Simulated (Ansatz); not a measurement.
Sb:

```xyz
1
Lattice="3.1600 0.0000 0.0000 0.0000 3.1600 0.0000 0.0000 0.0000 3.1600" Properties=species:S:1:pos:R:3 pbc="T T T"
Sb    0.0000    0.0000    0.0000
```

This isn't the form of Sb at room conditions, which is rhombohedral.

| Property | Result |
| --- | --- |
| Program | Ansatz 0.2.0 |
| Task | relaxation of cell and atoms |
| Functional | RPBE |
| Dispersion | D3(BJ) |
| Potentials or basis | Ansatz PAW |
| Cutoff | 420 eV (not typed: the program's choice for these potentials) |
| k mesh | 8 × 8 × 8 |
| Occupations | fermi-dirac, width 0.05 eV |
| Spin | no spin polarisation |

At the start: volume 31.55 Å³/atom.

Problem. Where does the relaxation end?

Solution. It ends after 4 steps and the volume is 23.20 Å³/atom (-26.5 %); space group Pm-3m (No. 221, to 0.05 Å).

The path:
```
step  energy change (eV)  largest force (eV/Å)  volume (Å³)
   1              0.0000                0.0000        31.55
   2             -0.3954                0.0000        27.16
   3             -0.5617                0.0000        23.20
   4             -0.5601                0.0000        23.20
```

Final structure:
```
Sb
1.0
     2.85190    0.00000    0.00000
     0.00000    2.85190    0.00000
     0.00000    0.00000    2.85190
Sb
1
Direct
  0.00000 0.00000 0.00000
```

Caveat: the volume moved by over 15 % at a fixed basis, so the end points are rough; the plane-wave basis is chosen anew once the cell has moved, so the energies of steps on either side of that aren't comparable; the volume moved by -26 % from the deposited cell, more than functionals usually miss; pairwise dispersion overbinds metals, which lowers pressure and volume; the PAW data sets come from PBE, with cores solved anew for the run's functional, which leaves a small shift of forces and pressure.
